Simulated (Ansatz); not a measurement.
Write the native input for Ansatz 0.2.0 that does the following.

| Property | Result |
| --- | --- |
| Task | elastic constants |
| Functional | PBEsol |
| Potentials or basis | all-electron LAPW, scalar-relativistic |
| Cutoff | 343 eV (chosen from the basis error) |
| Basis error allowed | 0.001 eV/atom |
| k mesh | 10 × 10 × 10 |
| Occupations | fermi-dirac, width 0.05 eV |
| Spin | collinear spin, ferromagnetic start |
| Starting moments | [1.0] μB |

The system is Ni.

```xyz
1
Lattice="0.0000 1.7376 1.7376 1.7376 0.0000 1.7376 1.7376 1.7376 0.0000" Properties=species:S:1:pos:R:3 pbc="T T T"
Ni    0.0000    0.0000    0.0000
```

The input as run:

input.yaml

```yaml
crystal:
  lattice:
    - [0.0, 1.737572933, 1.737572933]
    - [1.737572933, 0.0, 1.737572933]
    - [1.737572933, 1.737572933, 0.0]
  atoms:
    - { symbol: Ni, position: [0.0, 0.0, 0.0], spin: 1.0 }
kpoints:
  mp_grid: { grid: [10, 10, 10] }
scf:
  occupations: { method: fermi_dirac, width: 0.05 }
hamiltonian:
  xc: pbesol
  pseudopotentials: { kind: all_electron, lapw: { basis_error: 0.001 } }
magnetization:
  spin_polarized: true
output:
  forces: true
  stress: true
elastic:
  mode: relaxed_ion
  stencil: two_point
```

Potentials or basis: all-electron LAPW, scalar-relativistic.

Run with:

```sh
$ ansatz run input.yaml --threads 2 --pin off --max-ram 6144MiB --backend cpu --events-out ev --progress --plain --runs-dir out
```

Results of the run:

| Quantity | Value |
| --- | --- |
| Pressure | -1.7 GPa |
| Band gap on the k mesh | none (metal or under the smearing width) |
| Net moment | 0.72 μB per cell |
| Absolute moment | 0.79 μB per cell |
| Site moments | Ni +0.75 μB |
| Elastic constants C11, C12, C44 | 312, 176, 151 GPa |
| Voigt bulk modulus | 221 GPa |

Caveat: the k mesh is thin for a metal, which can move the energy by tens of meV per atom; a metal's response needs a denser mesh; elastic constants of metals need much finer meshes, so these are rough.

Run time: 56 s on 2 threads of Arm Neoverse V1, on a shared host, peak memory 0.44 GiB.
